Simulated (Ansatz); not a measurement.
# VO2 (P4_2/mnm): equation of state

Aim: the bulk modulus of VO2 (P4_2/mnm) from energies at several volumes around the relaxed one, with shape and atoms relaxed at each.

The COD entry's cell or inner coordinates are ideal or old and differ from later refinements, so a difference from it is no clean test against experiment.

Program: Ansatz 0.2.0. Level of theory: DFT r²SCAN, scalar-relativistic, plane waves, PAW. These are calculated values, not measurements.

**1. The system as given**

The structure is tetragonal, space group P4_2/mnm (No. 136). Conventional cell: a = 4.541 Å, b = 4.541 Å, c = 2.830 Å, α = 90.00°, β = 90.00°, γ = 90.00°. V (site symmetry mmm) has 6 O at 1.91 to 1.93 Å as nearest neighbours. O (site symmetry m2m) is surrounded by 3 V at 1.91 to 1.93 Å.

Structure file:

```
CELL_PARAMETERS angstrom
4.54087 0.00000 0.00000
0.00000 4.54087 0.00000
0.00000 0.00000 2.83012
ATOMIC_POSITIONS crystal
V 0.00000 0.00000 0.00000
V 0.50000 0.50000 0.50000
O 0.30045 0.30045 0.00000
O 0.19955 0.80045 0.50000
O 0.69955 0.69955 0.00000
O 0.80045 0.19955 0.50000
```

This cell comes from an earlier session at r²SCAN: 9.726 Å³/atom at -0.02 GPa, on a 6×6×10 mesh.

Volume factors to run: 0.980, 1.020, 0.960, 1.040.

**2. Scaling the volume by 0.980**

Input file input.yaml:

```yaml
crystal:
  lattice:
    - [4.5103953231, 0.0, 0.0]
    - [0.0, 4.5103953231, 0.0]
    - [0.0, 0.0, 2.8111300103]
  atoms:
    - { symbol: V, position: [0.0, 0.0, 0.0], spin: 0.98 }
    - { symbol: V, position: [0.5, 0.5, 0.5], spin: 0.98 }
    - { symbol: O, position: [0.3004530105, 0.3004530105, 0.0] }
    - { symbol: O, position: [0.1995469895, 0.8004530105, 0.5] }
    - { symbol: O, position: [0.6995469895, 0.6995469895, 0.0] }
    - { symbol: O, position: [0.8004530105, 0.1995469895, 0.5] }
basis:
  ecutwfc: 500
  ecutrho_ratio: 4
kpoints:
  mp_grid: { grid: [6, 6, 10] }
hamiltonian:
  xc: r2scan
scf:
  occupations: { method: gaussian, width: 0.05 }
output:
  forces: true
  stress: true
  eigenvalues: true
  populations: true
magnetization:
  spin_polarized: true
relax:
  f_tol: 0.01
  max_steps: 40
  cell: { stress_tol: 0.1, fix: [volume] }
```

Command:

```console
> ansatz run input.yaml --threads 4 --pin off --max-ram 10240MiB --backend cpu --events-out ev --progress --plain --runs-dir out
```

The runs that follow: Volume × 1.020; Volume × 0.960; At 1.040 of the relaxed volume.

Q: Predict the outcome of this session. Wanted: V0; B0; scatter of the fit.

As calculated:

```
          quantity           value
                V0   9.726 Å³/atom
                B0         241 GPa
scatter of the fit  0.004 meV/atom
```

What this shows: The fitted minimum lies at 9.73 Å³/atom, and the bulk modulus is 241 GPa, a stiff solid. One per cent of compression takes about 2.4 GPa. These are values at 0 K without zero-point motion.
